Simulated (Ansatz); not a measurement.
# Au: pressure against volume

Au, Cmcm, a = 2.840 Å, b = 5.101 Å, c = 4.857 Å. This isn't the element's structure at ambient conditions. Ansatz: r2SCAN, PAW, 500 eV, Γ-centred 16×16×10 mesh on 2 atoms, Gaussian smearing 0.10 eV; no spin polarisation. Shape and atoms are relaxed at each volume; pressure is positive in compression.

| V (Å³/atom) | P (GPa) |
| --- | --- |
| 15.480 | ? |
| 16.007 | 18.65 |
| 16.535 | 11.13 |
| 17.063 | 5.00 |
| 17.591 | 0.00 |
| 18.118 | -4.09 |
| 18.646 | -7.36 |

Q: Take V0 = 17.591 Å³/atom, fit the third-order Birch–Murnaghan form to the other rows, and predict the missing pressure.

A: With the Eulerian strain f = ½[(V0/V)^(2/3) − 1] and y = P/[3f(1 + 2f)^(5/2)], the form is the line y = B0 + 1.5 B0 (B0′ − 4) f. Rows (f, y): 0.03246, 163.7; 0.02107, 158.8; 0.01026, 154.4; -0.00974, 147.0; -0.01904, 142.0. Means f = 0.007002, y = 153.18; Σ(Δf)² = 0.001815, ΣΔfΔy = 0.7455; the slope is their ratio. y = 150.3 + 410.7 f GPa, so B0 = 150.3 GPa and B0′ = 4 + 2 × (410.7)/(3 × 150.3) = 5.82. At V = 15.480, f = 0.04448, y = 168.57 and P = 27.83 GPa. The run gave 27.87 GPa, so the fit is 0.04 GPa too low, a small miss on the scale of the series.

Spin–orbit coupling is left out, which can shift energies with elements as heavy as these.